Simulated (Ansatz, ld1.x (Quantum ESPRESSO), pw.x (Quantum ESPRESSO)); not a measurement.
# tantalum (Ta): one change to the TM potential, in the atom and in the diamond crystal

Ta (Z = 73), norm-conserving Troullier–Martins (Kleinman–Bylander form), made with ld1.x (Quantum ESPRESSO) 7.5 (PBE, scalar-relativistic). Core [Xe] 4f14, reference 5d3 6s1.5 6p0 (charge +0.5). Waves: 6p (bound, empty): rc 3.90 bohr; 5d (bound): rc 2.50 bohr; 6s (bound): rc 2.75 bohr. Local part: the s channel. Core correction: Bessel-smoothed model core, default radius (core density twice the valence density).

Change: all radii but the core radius scaled by about 0.75 (s 2.06, p 2.92, d 1.88 bohr).

Cutoffs, loose and tight: the cutoffs (Ry, on a coarse ladder) from which the occupation-weighted sum of valence levels, in a spherical-Bessel basis at the reference potential, stays within 10 and 1 mRy of its value at 400 Ry. They do not see the model core or the augmentation charge, which bear on the density cutoff. Test errors are all-electron minus pseudo excitation energies from the reference, over the configurations 5d3 6s2 6p0; 5d3 6s1 6p0; 5d3 6s0 6p0; 5d3 6s0 6p1; 5d3 6s0 6p2; 5d2 6s2 6p1; 5d2 6s2 6p0; variants that change the core or the reference have their own tests.

Crystal test: diamond Ta in pw.x 7.5, no spin, 8³ k-points, Fermi–Dirac smearing 0.01 Ry, cutoffs set for each file from its atomic test. The reference is all-electron LAPW (Ansatz 0.2.0) with the same functional, mesh and smearing; V0 and B0 come from Birch–Murnaghan fits to the pressures at five volumes. Errors are pseudo minus all-electron; Δ is the rms difference of the E(V) curves that follow from these fits, minima aligned, over ±6 % about the mean V0. Mesh and smearing are coarse, so the numbers serve the comparison and aren't converged zero-temperature values; the lattice is a test structure that the element need not adopt.

All-electron: a0 = 6.108 Å (V0 = 28.49 Å³/atom), B0 = 68.6 GPa.

Task: Does the change bring the crystal closer to the all-electron result?

Result: The mean pressure error goes from +1.68 to +0.54 GPa, so the change moves the solid closer to the all-electron pressures.

```csv
quantity,base,changed
outcome (atom),generated,generated
"cutoff, loose (atom)",25 Ry,30 Ry
"cutoff, tight (atom)",30 Ry,45 Ry
bound ghosts (atom),none,none
largest test error (meV) (atom),-111,-79
cutoffs in pw.x (Ry),50/200,55/220
a0 (Å),6.157,6.124
a0 error (%),+0.80,+0.26
B0 error (%),-1.4,-0.6
Δ (meV/atom),10.2,3.3
mean pressure error (GPa),+1.68,+0.54
```

Base: The largest radius (3.90 bohr) exceeds half the bond length (2.50 bohr), so the spheres overlap, which is one possible source of error among others. This is a poor potential for the solid. Changed file: The largest radius (2.92 bohr) exceeds half the bond length (2.50 bohr), so the spheres overlap, which is one possible source of error among others. The atomic cutoffs weigh occupied waves only.
